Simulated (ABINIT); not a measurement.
# MgS (Niningerite) (Fm-3m) in ABINIT: convergence with cutoff

Aim: find how far cutoff must go before the results for MgS (Niningerite) settle, at PBE. This setting moves, with any that are tied to it; all else stays.

Program: ABINIT 10.8.3 (patched build). These are calculated values, not measurements. Logs are shortened: lines on timing, memory, paths and dates and some standing lists are left out, and cuts for length are marked. The log counts tension as positive stress, the text compression.

## Step 1: Starting point

It takes space group Fm-3m (No. 225, cubic). Conventional cell: a = 5.203 Å, b = 5.203 Å, c = 5.203 Å, α = 90.00°, β = 90.00°, γ = 90.00°. S (site symmetry m-3m) has 6 Mg at 2.60 Å as nearest neighbours. Around Mg (site symmetry m-3m) lie 6 S at 2.60 Å.

## Step 2: With cutoff 8 Ha

run.abi

```
# Pseudopotentials
pp_dirpath "./"
pseudos "S.GGA_PBE-JTH.xml, Mg.GGA_PBE-JTH.xml"

# Structure
acell 3*1.0 Angstrom
rprim
     0.0000000000     2.6016500000     2.6016500000
     2.6016500000     0.0000000000     2.6016500000
     2.6016500000     2.6016500000     0.0000000000
ntypat 2
znucl 16 12
natom 2
typat 1 2
xred
     0.5000000000     0.5000000000     0.5000000000
     0.0000000000     0.0000000000     0.0000000000

# Plane-wave basis
ecut 8.0
pawecutdg 54.0
pawxcdev 0

# k points
kptopt 1
ngkpt 9 9 9
nshiftk 1
shiftk 0.0 0.0 0.0

# Exchange and correlation
ixc 11

# Bands and occupations
nband 12
occopt 7
tsmear 0.00183747

# SCF cycle
nstep 100
tolvrs 1.0e-9

# Output
iomode 3
prtwf 0
prtden 0
prteig 0
prtebands 0
enunit 1
```

Potentials or basis: JTH PAW PBE v2.0.

On the command line:

```sh
$ abinit run.abi > log 2>&1
```

run.abo:

```text
.Version 10.8.3 of ABINIT
 Symmetries : space group Fm -3 m (#225); Bravais cF (face-center cubic)
================================================================================
 Values of the parameters that define the memory need of the present run
     intxc =       0    ionmov =       0      iscf =      17    lmnmax =       8
     lnmax =       4     mgfft =      18  mpssoang =       2    mqgrid =    3001
     natom =       2  nloc_mem =       2    nspden =       1   nspinor =       1
    nsppol =       1      nsym =      48    n1xccc =       1    ntypat =       2
    occopt =       7   xclevel =       2
       mpw =         271          nfft =        5832          nkpt =          35
 PAW method is used; the additional fine FFT grid is defined by:
   mgfftf=        48    nfftf =    110592
================================================================================
================================================================================

--------------------------------------------------------------------------------
------------- Echo of variables that govern the present computation ------------
--------------------------------------------------------------------------------
 -outvars: echo values of preprocessed input variables --------
            acell      1.8897261259E+00  1.8897261259E+00  1.8897261259E+00 Bohr
              amu      3.20660000E+01  2.43050000E+01
             ecut      8.00000000E+00 Hartree
           enunit           1
              ixc          11
         kptrlatt        9    0    0      0    9    0      0    0    9
          kptrlen      6.25756321E+01
            natom           2
            nband          12
            ngfft          18      18      18
          ngfftdg          48      48      48
             nkpt          35
            nstep         100
             nsym          48
           ntypat           2
           occopt           7
        pawecutdg      5.40000000E+01 Hartree
         pawxcdev           0
           prtden           0
        prtebands           0
           prteig           0
            prtwf           0
            rprim      0.0000000000E+00  2.6016500000E+00  2.6016500000E+00
                       2.6016500000E+00  0.0000000000E+00  2.6016500000E+00
                       2.6016500000E+00  2.6016500000E+00  0.0000000000E+00
          spgroup         225
           tolvrs      1.00000000E-09
           tsmear      1.83747000E-03 Hartree
            typat      1  2
           useylm           1
           xangst      2.6016500000E+00  2.6016500000E+00  2.6016500000E+00
                       0.0000000000E+00  0.0000000000E+00  0.0000000000E+00
            xcart      4.9164059755E+00  4.9164059755E+00  4.9164059755E+00
                       0.0000000000E+00  0.0000000000E+00  0.0000000000E+00
             xred      5.0000000000E-01  5.0000000000E-01  5.0000000000E-01
                       0.0000000000E+00  0.0000000000E+00  0.0000000000E+00
            znucl       16.00000   12.00000

================================================================================

 chkinp: Checking input parameters for consistency.

================================================================================
== DATASET  1 ==================================================================

--- !DatasetInfo
iteration_state: {dtset: 1, }
dimensions: {natom: 2, nkpt: 35, mband: 12, nsppol: 1, nspinor: 1, nspden: 1, mpw: 271, }
cutoff_energies: {ecut:   8.0, pawecutdg:  54.0, }
electrons: {nelect:   1.60000000E+01, charge:   0.00000000E+00, occopt:   7.00000000E+00, tsmear:   1.83747000E-03, }
meta: {optdriver: 0, ionmov: 0, optcell: 0, iscf: 17, paral_kgb: 0, }
...

 Exchange-correlation functional for the present dataset will be:
  GGA: Perdew-Burke-Ernzerhof functional - ixc=11
  J.P.Perdew, K.Burke, M.Ernzerhof, PRL 77, 3865 (1996)

[... 75 lines left out ...]
convergence: {deltae: -2.176E-11, res2:  5.810E-10, residm:  9.723E-06, diffor: null, }
etotal    :  -7.39611027E+01
entropy   :   0.00000000E+00
fermie    :   2.75464702E-01
cartesian_stress_tensor: # hartree/bohr^3
- [  9.89548773E-04,   0.00000000E+00,   0.00000000E+00, ]
- [  0.00000000E+00,   9.89548773E-04,   0.00000000E+00, ]
- [  0.00000000E+00,   0.00000000E+00,   9.89548773E-04, ]
pressure_GPa:  -2.9114E+01
xred      :
- [  5.0000E-01,   5.0000E-01,   5.0000E-01,  S]
- [  0.0000E+00,   0.0000E+00,   0.0000E+00, Mg]
cartesian_forces: # hartree/bohr
- [ -0.00000000E+00,  -0.00000000E+00,  -0.00000000E+00, ]
- [ -0.00000000E+00,  -0.00000000E+00,  -0.00000000E+00, ]
force_length_stats: {min:   0.00000000E+00, max:   0.00000000E+00, mean:   0.00000000E+00, }
...

 Integrated electronic density in atomic spheres:
 ------------------------------------------------
 Atom  Sphere_radius  Integrated_density
    1        1.90380          3.65152268
    2        1.90158          8.19967374

================================================================================

 ----iterations are completed or convergence reached----

 Mean square residual over all n,k,spin=   24.356E-09; max=  97.231E-07
 reduced coordinates (array xred) for    2 atoms
       0.500000000000      0.500000000000      0.500000000000
       0.000000000000      0.000000000000      0.000000000000
 rms dE/dt=  0.0000E+00; max dE/dt=  0.0000E+00; dE/dt below (all hartree)
    1       0.000000000000      0.000000000000      0.000000000000
    2       0.000000000000      0.000000000000      0.000000000000

 cartesian coordinates (angstrom) at end:
    1      2.60165000000000     2.60165000000000     2.60165000000000
    2      0.00000000000000     0.00000000000000     0.00000000000000

 cartesian forces (hartree/bohr) at end:
    1     -0.00000000000000    -0.00000000000000    -0.00000000000000
    2     -0.00000000000000    -0.00000000000000    -0.00000000000000
 frms,max,avg= 0.0000000E+00 0.0000000E+00   0.000E+00  0.000E+00  0.000E+00 h/b

 cartesian forces (eV/Angstrom) at end:
    1     -0.00000000000000    -0.00000000000000    -0.00000000000000
    2     -0.00000000000000    -0.00000000000000    -0.00000000000000
 frms,max,avg= 0.0000000E+00 0.0000000E+00   0.000E+00  0.000E+00  0.000E+00 e/A
 length scales=  1.889726125908  1.889726125908  1.889726125908 bohr
              =  1.000000000000  1.000000000000  1.000000000000 angstroms
 Fermi (or HOMO) energy (eV) =   7.49578   Average Vxc (eV)=  -9.67471
 Eigenvalues (   eV  ) for nkpt=  35  k points:
 kpt#   1, nband= 12, wtk=  0.00137, kpt=  0.0000  0.0000  0.0000 (reduced coord)
 -70.11551  -36.76993  -36.76993  -36.76993   -7.46082    5.22961    5.22961    5.22961
   8.90526   13.36882   13.36882   13.36882
 prteigrs : prtvol=0 or 1, do not print more k-points.

--- !EnergyTerms
iteration_state     : {dtset: 1, }
comment             : Components of total free energy in Hartree
kinetic             :  8.15068863502039E+00
hartree             :  1.56796148606171E+01
xc                  : -4.97038368413521E+00
Ewald energy        : -3.83567382364803E+01
psp_core            :  9.98682093041422E-01
local_psp           : -4.82003908906578E+01
PAW spherical_terms : -7.26258436968416E+00
internal            : -7.39611115922785E+01
'-kT*entropy'       : -2.96756958924562E-18
total_energy        : -7.39611115922785E+01
total_energy_eV     : -2.01258437471959E+03
...

--- !EnergyTermsDC
iteration_state     : {dtset: 1, }
comment             : '"Double-counting" decomposition of free energy'
band_energy         : -1.30405520529140E+01
Ewald energy        : -3.83567382364803E+01
psp_core            :  9.98682093041422E-01
xc_dc               : -1.51997002970257E+01
PAW spherical_terms : -8.36279424729658E+00
internal            : -7.39611027406752E+01
'-kT*entropy'       : -2.96756958924562E-18
total_energy_dc     : -7.39611027406752E+01
total_energy_dc_eV  : -2.01258413385520E+03
...

--- !EnergyTermsWithPAWCore
iteration_state     : {dtset: 1, }
comment             : 'Components of total free energy, including PAW core contributions'
Total energy        : -5.99593263556428E+02
Total energy DC     : -5.99593254704825E+02
Total energy (eV)   : -1.63157638851222E+04
Total energy DC (eV): -1.63157636442578E+04
...

 Cartesian components of stress tensor (hartree/bohr^3)
  sigma(1 1)=  9.89548773E-04  sigma(3 2)=  0.00000000E+00
  sigma(2 2)=  9.89548773E-04  sigma(3 1)=  0.00000000E+00
  sigma(3 3)=  9.89548773E-04  sigma(2 1)=  0.00000000E+00

-Cartesian components of stress tensor (GPa)         [Pressure= -2.9114E+01 GPa]
- sigma(1 1)=  2.91135300E+01  sigma(3 2)=  0.00000000E+00
- sigma(2 2)=  2.91135300E+01  sigma(3 1)=  0.00000000E+00
- sigma(3 3)=  2.91135300E+01  sigma(2 1)=  0.00000000E+00

== END DATASET(S) ==============================================================
================================================================================

 -outvars: echo values of variables after computation  --------
            acell      1.8897261259E+00  1.8897261259E+00  1.8897261259E+00 Bohr
           etotal     -7.3961102741E+01
            fcart     -0.0000000000E+00 -0.0000000000E+00 -0.0000000000E+00
                      -0.0000000000E+00 -0.0000000000E+00 -0.0000000000E+00
            rprim      0.0000000000E+00  2.6016500000E+00  2.6016500000E+00
                       2.6016500000E+00  0.0000000000E+00  2.6016500000E+00
                       2.6016500000E+00  2.6016500000E+00  0.0000000000E+00
           strten      9.8954877318E-04  9.8954877318E-04  9.8954877318E-04
                       0.0000000000E+00  0.0000000000E+00  0.0000000000E+00
           xangst      2.6016500000E+00  2.6016500000E+00  2.6016500000E+00
                       0.0000000000E+00  0.0000000000E+00  0.0000000000E+00
             xred      5.0000000000E-01  5.0000000000E-01  5.0000000000E-01
                       0.0000000000E+00  0.0000000000E+00  0.0000000000E+00
 Calculation completed.
```

It took 5.2 s on 1 thread of Arm Neoverse V2, shared host; peak memory 0.09 GiB.

What came out:

- Free energy: -2012.5841 eV
- Band gap on the k mesh: 2.98 eV, indirect (least direct gap 3.68 eV)
- Valence electrons inside the program's atomic spheres: S 3.65; Mg 8.20

## Step 3: With cutoff 10 Ha

run.abi, as its differences from that of step 2:

```diff
@@ -19,3 +19,3 @@
 # Plane-wave basis
-ecut 8.0
+ecut 10.0
 pawecutdg 54.0
```

Potentials or basis: JTH PAW PBE v2.0.

On the command line:

```sh
$ abinit run.abi > log 2>&1
```

Wall time 5.8 s (1 thread of Arm Neoverse V2, shared host); peak memory 0.09 GiB.

It converged, with:

- Free energy: -2013.5988 eV
- Band gap on the k mesh: 2.96 eV, indirect (least direct gap 3.71 eV)
- Valence electrons inside the program's atomic spheres: S 3.64; Mg 8.19

## Step 4: With cutoff 12 Ha

run.abi, as its differences from that of step 3:

```diff
@@ -19,3 +19,3 @@
 # Plane-wave basis
-ecut 10.0
+ecut 12.0
 pawecutdg 54.0
```

On the command line:

```sh
$ abinit run.abi > log 2>&1
```

Run time: 7.8 s. Hardware: 1 thread of Arm Neoverse V2, shared host; peak memory 0.09 GiB.

Results (log left out):

```yaml
Free_energy: -2013.6795 eV
Band_gap_on_the_k_mesh: 2.94 eV, indirect (least direct gap 3.71 eV)
Valence_electrons_inside_the_program's_atomic_spheres: S 3.64; Mg 8.19
```

## Step 5: With cutoff 14 Ha

run.abi, as its differences from that of step 4:

```diff
@@ -19,3 +19,3 @@
 # Plane-wave basis
-ecut 12.0
+ecut 14.0
 pawecutdg 54.0
```

On the command line:

```sh
$ abinit run.abi > log 2>&1
```

It took 8.3 s on 1 thread of Arm Neoverse V2, shared host; peak memory 0.09 GiB.

Results (log left out):

* Free energy: -2013.6960 eV
* Band gap on the k mesh: 2.93 eV, indirect (least direct gap 3.71 eV)
* Valence electrons inside the program's atomic spheres: S 3.64; Mg 8.19

## Step 6: With cutoff 17 Ha

run.abi, as its differences from that of step 5:

```diff
@@ -19,3 +19,3 @@
 # Plane-wave basis
-ecut 14.0
+ecut 17.0
 pawecutdg 54.0
```

Potentials or basis: JTH PAW PBE v2.0.

On the command line:

```sh
$ abinit run.abi > log 2>&1
```

Run time: 11 s. Hardware: 1 thread of Arm Neoverse V2, shared host; peak memory 0.1 GiB.

The run converged. Its results:

| Quantity | Value |
| --- | --- |
| Free energy | -2013.7377 eV |
| Band gap on the k mesh | 2.92 eV, indirect (least direct gap 3.71 eV) |
| Valence electrons inside the program's atomic spheres | S 3.64; Mg 8.19 |

## Step 7: With cutoff 20 Ha

run.abi, as its differences from that of step 6:

```diff
@@ -19,3 +19,3 @@
 # Plane-wave basis
-ecut 17.0
+ecut 20.0
 pawecutdg 54.0
```

On the command line:

```sh
$ abinit run.abi > log 2>&1
```

Run time: 13 s. Hardware: 1 thread of Arm Neoverse V2, shared host; peak memory 0.1 GiB.

The run converged. Its results:

| Quantity | Value |
| --- | --- |
| Free energy | -2013.7585 eV |
| Pressure | 1.1 GPa |
| Band gap on the k mesh | 2.91 eV, indirect (least direct gap 3.71 eV) |
| Valence electrons inside the program's atomic spheres | S 3.64; Mg 8.19 |

## Step 8: With cutoff 23 Ha

run.abi, as its differences from that of step 7:

```diff
@@ -19,3 +19,3 @@
 # Plane-wave basis
-ecut 20.0
+ecut 23.0
 pawecutdg 54.0
```

On the command line:

```sh
$ abinit run.abi > log 2>&1
```

It took 15 s on 1 thread of Arm Neoverse V2, shared host; peak memory 0.1 GiB.

The run converged. Its results:

* Free energy: -2013.7619 eV
* Pressure: 1.2 GPa
* Band gap on the k mesh: 2.91 eV, indirect (least direct gap 3.71 eV)
* Valence electrons inside the program's atomic spheres: S 3.64; Mg 8.19

## Step 9: With cutoff 27 Ha

run.abi, as its differences from that of step 8:

```diff
@@ -19,3 +19,3 @@
 # Plane-wave basis
-ecut 23.0
+ecut 27.0
 pawecutdg 54.0
```

Potentials or basis: JTH PAW PBE v2.0.

On the command line:

```sh
$ abinit run.abi > log 2>&1
```

Run time: 22 s. Hardware: 1 thread of Arm Neoverse V2, shared host; peak memory 0.11 GiB.

The run converged. Its results:

```
Free energy                                           : -2013.7635 eV
Pressure                                              : 1.2 GPa
Band gap on the k mesh                                : 2.91 eV, indirect (least direct gap 3.71 eV)
Valence electrons inside the program's atomic spheres : S 3.64; Mg 8.19
```

## Step 10: With cutoff 32 Ha

run.abi, as its differences from that of step 9:

```diff
@@ -19,3 +19,3 @@
 # Plane-wave basis
-ecut 27.0
+ecut 32.0
 pawecutdg 54.0
```

On the command line:

```sh
$ abinit run.abi > log 2>&1
```

It took 25 s on 1 thread of Arm Neoverse V2, shared host; peak memory 0.12 GiB.

Results (log left out):

```yaml
Free_energy: -2013.7663 eV
Pressure: 1.2 GPa
Band_gap_on_the_k_mesh: 2.91 eV, indirect (least direct gap 3.71 eV)
Valence_electrons_inside_the_program's_atomic_spheres: S 3.64; Mg 8.19
```

## Step 11: The series at a glance

| cutoff | energy less the tightest run, at zero smearing (meV/atom) | gap on the mesh (eV) | SCF cycles | CPU time (s) | peak memory (GiB) |
| --- | --- | --- | --- | --- | --- |
| 8 Ha | 591.08 | 2.978 | 11 | 5.2 | 0.09 |
| 10 Ha | 83.74 | 2.962 | 11 | 5.8 | 0.09 |
| 12 Ha | 43.37 | 2.937 | 11 | 7.8 | 0.09 |
| 14 Ha | 35.13 | 2.926 | 11 | 8.2 | 0.09 |
| 17 Ha | 14.32 | 2.916 | 12 | 11 | 0.1 |
| 20 Ha | 3.88 | 2.912 | 11 | 13 | 0.1 |
| 23 Ha | 2.18 | 2.910 | 12 | 15 | 0.1 |
| 27 Ha | 1.40 | 2.909 | 12 | 22 | 0.11 |
| 32 Ha | 0.00 | 2.909 | 12 | 25 | 0.12 |

Against the tightest run, the gap on the mesh stays within 0.01 eV from 17 Ha on. Not settled before the last step: the energy (to 1 meV/atom). The tightest run that finished is the yardstick and may itself not be fully converged.

Caveats: an odd mesh through Γ misses points on the zone boundary, where band edges often lie.
